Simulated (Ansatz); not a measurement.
The cell is ZnSe in the h-MgO structure (it has left that coordination); cell and atoms were relaxed with r2SCAN. It is hexagonal, P6_3/mmc (No. 194); conventional cell a = 4.151 Å, c = 6.175 Å, 23.04 Å³ an atom. Around Zn lie 3 Se at 2.40 Å; around Se lie 3 Zn at 2.40 Å.

```cif
data_structure
_symmetry_space_group_name_H-M 'P6_3/mmc'
_symmetry_Int_Tables_number 194
_cell_length_a 4.1514
_cell_length_b 4.1514
_cell_length_c 6.1747
_cell_angle_alpha 90.000
_cell_angle_beta 90.000
_cell_angle_gamma 120.000
_cell_volume 92.16
loop_
_atom_site_label
_atom_site_type_symbol
_atom_site_symmetry_multiplicity
_atom_site_Wyckoff_symbol
_atom_site_fract_x
_atom_site_fract_y
_atom_site_fract_z
_atom_site_occupancy
Zn1 Zn 2 c 0.33333 0.66667 0.25000 1
Se1 Se 2 d 0.66667 0.33333 0.25000 1
```

The questions ask for values computed with the PAW code Ansatz on this geometry. All values are calculated for a non-magnetic cell, which may be hypothetical.

Task: What gap does r2SCAN give, and where are the band edges?

Result: r2SCAN gives a direct gap of 0.84 eV at Γ.

Task: How does the gap change from r2SCAN to PBE (12×12×4)?

Result: The PBE gap is direct at Γ: 0.34 eV. The gap differs by -0.50 eV from r2SCAN's.

Task: How does the gap change from r2SCAN to HSE06 (6×6×4)?

Result: With HSE06 the gap is 1.38 eV and direct, at Γ. The gap differs by +0.54 eV from r2SCAN's.

Task: Estimate the gap with PBE0 on 6×6×4.

Result: PBE0 gives a direct gap of 2.03 eV at Γ. The gap differs by +1.19 eV from r2SCAN's.

Task: Roughly how does the cost of the PBE0 run (6×6×4) compare with r2SCAN's (12×12×4)?

Result: About 19 times as much (14 core-minutes against 40 core-seconds, on 2 threads of Intel(R) Xeon(R) Processor @ 2.50GHz (Skylake/Cascade Lake), with other jobs on the host).

Task: What are ε∞ and the Born charges with PBE?

Result: The clamped-ion dielectric constant comes out as 8.0 in all directions. Born charges, averaged over directions: Zn +2.36, Se -2.36 e. The program warns that the response isn't settled on this k mesh.

Task: Going by these computed values, what does each step up buy?

Result: r2SCAN covers 48 % of the step from PBE to HSE06, while HSE06 needs about 18 times r2SCAN's cost (on a coarser mesh). Among these functionals the gap stays direct.

The meshes of the hybrids are coarse, so their gaps aren't converged to the digits shown.
